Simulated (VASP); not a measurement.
# CoSi: self-consistent run, by LSFBXC

CoSi, Pm-3m (no. 221), 2 atoms in the cell. PBE; PAW potentials Co, Si (PBE set).

| LSFBXC | Pressure (GPa) | Gap on the mesh (eV) | Time (s) |
|---|---|---|---|
| default | 0.69 | 0.000 | 261 |
| T | -1.18 | 0.000 | 133 |

## Input of the first row

INCAR:
```
  PREC = Accurate
  ENCUT = 520
  EDIFF = 1E-6
  ISMEAR = 0
  SIGMA = 0.02
  LREAL = F
  LASPH = T
  ALGO = Normal
  NELM = 200
  ISIF = 2
  LWAVE = F
  LCHARG = F
  LORBIT = 11
  LMAXMIX = 4
  LNONCOLLINEAR = T
  MAGMOM = 1.422 -0.354 -0.268 0 0 0
  ISYM = -1
```

KPOINTS:
```
k-points
0
Gamma
  7 7 7
```

POSCAR:
```
CoSi
1.0
    2.7813340000      0.0000000000      0.0000000000
    0.0000000000      2.7813340000      0.0000000000
    0.0000000000      0.0000000000      2.7813340000
Co Si
1 1
Direct
    0.0000000000      0.0000000000      0.0000000000
    0.5000000000      0.5000000000      0.5000000000
```

Commands:
```
cat potpaw_PBE.64/Co/POTCAR potpaw_PBE.64/Si/POTCAR > POTCAR
mpirun -np 1 vasp_ncl > vasp.out
```

Changes of the last row against the first:
```
+ LSFBXC = True
```

VASP 6.6.1 took 261 s on 1 core (Intel Xeon 6975P-C (Granite Rapids)), a shared host.
